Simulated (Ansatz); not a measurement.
The system is Co.

```
Co
1.0
     2.48736    0.00000    0.00000
    -1.24368    2.15412    0.00000
     0.00000    0.00000    4.06329
Co
2
Direct
  0.33333 0.66667 0.74014
  0.66667 0.33333 0.25986
```

Base run:

```yaml
Program: Ansatz 0.2.0
Functional: r2SCAN
Potentials_or_basis: Ansatz PAW
Cutoff: "500 eV (not typed: the program's choice for these potentials)"
k_mesh: 12 × 12 × 7
Occupations: fermi-dirac, width 0.05 eV
Spin: collinear spin, ferromagnetic start
Starting_moments: "[2.0, 2.0] μB"
```

Its results: band gap on the k mesh none (metal or under the smearing width); pressure -3.5 GPa; net moment 3.59 μB per cell; site moments Co +1.94 μB; largest force 0.193 eV/Å.

After a change of settings the same cell gave: band gap on the k mesh none (metal or under the smearing width); pressure 5.0 GPa; net moment 3.29 μB per cell; site moments Co +1.73 μB; largest force 0.509 eV/Å. Which change was it?
A. functional from r2SCAN to revPBE; cutoff from 500 eV (not typed: the program's choice for these potentials) to 420 eV (not typed: the program's choice for these potentials)
B. functional from r2SCAN to PBEsol; cutoff from 500 eV (not typed: the program's choice for these potentials) to 420 eV (not typed: the program's choice for these potentials)
C. functional from r2SCAN to BLYP; cutoff from 500 eV (not typed: the program's choice for these potentials) to 420 eV (not typed: the program's choice for these potentials)

A.

Caveats: the PAW data sets come from PBE, with cores solved anew for the run's functional, which leaves a small shift of forces and pressure; the magnetic or orbital state may not be the lowest (some runs).

Runs at the PBE level aren't shown here.
